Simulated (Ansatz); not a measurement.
Crystal: FeO (Wuestite).

```xyz
2
Lattice="1.5188 0.8769 2.5196 -1.5188 0.8769 2.5196 0.0000 -1.7538 2.5196" Properties=species:S:1:pos:R:3 pbc="T T T"
Fe    0.0000    0.0000    0.0000
O     0.0000    0.0000    3.7794
```

Base run:

- Program: Ansatz 0.2.0
- Functional: PBE
- Potentials or basis: Ansatz PAW
- Cutoff: 420 eV
- Density cutoff: 1680 eV
- k mesh: 11 × 11 × 11
- Occupations: fermi-dirac, width 0.05 eV
- Spin: collinear spin, ferromagnetic start
- Starting moments: [3.0, 0.0] μB

Its results: band gap on the k mesh none (metal or under the smearing width); pressure -1.2 GPa; net moment 4.00 μB per cell; site moments Fe +3.45; O +0.32 μB.

Problem. The run is repeated on the same cell with these changes: functional from PBE to RPBE; occupations from fermi-dirac, width 0.05 eV to gaussian, width 0.1 eV. What comes out?

Solution. Band gap on the k mesh none (metal or under the smearing width); pressure 4.3 GPa; net moment 4.00 μB per cell; site moments Fe +3.46; O +0.32 μB.

Caveats: a cell with one magnetic atom can't hold antiferromagnetic order, which such compounds often take; semilocal functionals often make such compounds metallic where correlation or magnetic order opens a gap, which also shifts bond lengths; the potentials were made for another functional, which shifts forces and pressure (some runs); the PAW data sets come from PBE, with cores solved anew for the run's functional, which leaves a small shift of forces and pressure (some runs).

Not every run made on this cell is shown here.
